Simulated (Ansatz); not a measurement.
GaAs: energy along a strain

GaAs, F-43m, a = 5.654 Å (as given, not relaxed at this level: 3.3 GPa). Ansatz: PBE, PAW, 420 eV, Γ-centred 10×10×10 mesh on 2 atoms, Gaussian smearing 0.05 eV; no spin polarisation. Cell vectors (Å): 0.000 2.827 2.827; 2.827 0.000 2.827; 2.827 2.827 0.000. The cell is strained by x per cent times the pattern (0 0 1 0 0 0) in the order xx yy zz yz xz xy (engineering shears), with fractional coordinates held. y is the free energy over the start, V0 = 22.590 Å³/atom.

```tsv
x (%)	y (meV/atom)
-4.00	?
-3.00	21.38
-2.00	12.56
-1.00	5.45
0.00	0.00
1.00	-3.83
2.00	-6.07
3.00	-6.77
3.50	-6.55
4.00	-5.96
```

Problem. Fit y = c1 x + c2 x² + c3 x³ to the other rows, get the stiffness along the pattern, and predict the missing energy.

Solution. Least squares on the rows shown. y = −4.6324 x + 0.81166 x² − 0.0065251 x³. The clamped-ion stiffness p·C·p = 2 × 8.117 eV × 160.2 / 22.590 Å³ = 115 GPa, which is C33 in these axes (C11 of the cubic crystal) (second derivative at the start, which stands under stress). At x = -4.00 the fit asked for gives 31.93 meV/atom. The run gave 31.93 meV/atom, the same to the digits shown.